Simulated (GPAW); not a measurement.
KCl (Sylvite):

```xyz
2
Lattice="0.0000 3.1465 3.1465 3.1465 0.0000 3.1465 3.1465 3.1465 0.0000" Properties=species:S:1:pos:R:3 pbc="T T T"
K     0.0000    0.0000    0.0000
Cl    3.1465    3.1465    3.1465
```

Program: GPAW 26.7.0. Alike in all runs: no spin polarisation; cell as given.

Task: Order these runs on this cell by their band gap on the k mesh, lowest first.
A. level TB-mBJ; potentials or basis GPAW PAW data sets for LDA (gpaw-data 1.2.1), pw; k mesh 8 × 8 × 8; cutoff (eV) 600; smearing fermi-dirac 0.05 eV
B. level RPBE; potentials or basis the program's PAW data sets (release 1.2.1) made for this functional, pw; k mesh 7 × 7 × 7; cutoff (eV) 600; smearing gaussian 0.1 eV
C. level r2SCAN; potentials or basis GPAW PAW data sets (gpaw-data 1.2.1), pw; k mesh 7 × 7 × 7; cutoff (eV) 600; smearing fermi-dirac 0.05 eV; band path GXWKGLUWLK,UX; band points 80
D. level LDA; potentials or basis the program's PAW data sets (release 1.2.1) made for this functional, pw; k mesh 6 × 6 × 6; cutoff (eV) 450; smearing fermi-dirac 0.001 eV; response ecut 80 eV; response k mesh 18 × 18 × 18; response bands 28
E. level BP86; potentials or basis PAW data sets generated in the run's folder for this functional, pw; k mesh 7 × 7 × 7; cutoff (eV) 600; smearing fermi-dirac 0.05 eV; band path GXWKGLUWLK,UX; band points 80

Result: D (4.75 eV), E (5.17 eV), B (5.54 eV), C (5.83 eV), A (8.36 eV).

Caveats: an odd mesh through Γ misses points on the zone boundary, where band edges often lie (some runs); the long-wavelength limit can be off by a per cent or two (some runs); a model potential gives levels but no total energy (some runs).

Not every run made on this cell is shown here.
